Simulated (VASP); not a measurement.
Here is a VASP 6.6.1 calculation.

INCAR

```
SYSTEM = Rh
ALGO = Normal ; EDIFF = 1E-6
ENCUT = 520 ; GGA = PE
GGA_COMPAT = .False. ; ISIF = 2
ISMEAR = 0 ; LASPH = .True.
LCHARG = .False. ; LMAXMIX = 4
LNONCOLLINEAR = .True. ; LORBIT = 11
LORBMOM = .True. ; LREAL = .False.
LSORBIT = .True. ; LWAVE = .False.
MAGMOM = 0 0 0 ; NBANDS = 26
NELM = 150 ; PREC = Accurate
SIGMA = 0.05
```

The input KPOINTS:

```
k-points
0
Gamma
  20 20 20
  0 0 0
```

POSCAR

```
Rh
1.0
   -1.5351900548      1.5351900548      1.5351900548
    1.5351900548     -1.5351900548      1.5351900548
    1.5351900548      1.5351900548     -1.5351900548
Rh
1
Direct
    0.0000000000      0.0000000000      0.0000000000
```

Potentials or basis: VASP PAW PBE potentials, release 64 (Rh_pv).

Run with:

```sh
$ cat potpaw_PBE.64/Rh_pv/POTCAR > POTCAR
$ mpirun -np 1 vasp_ncl > vasp.out
```

Task: What does it give for the pressure?

Result: 0.3 GPa.

Task: Predict the net moment.

Result: 0.00 μB per cell.

Moments on the atoms (μB; x, y, z):
```
Rh  0.00 0.00 0.00
```
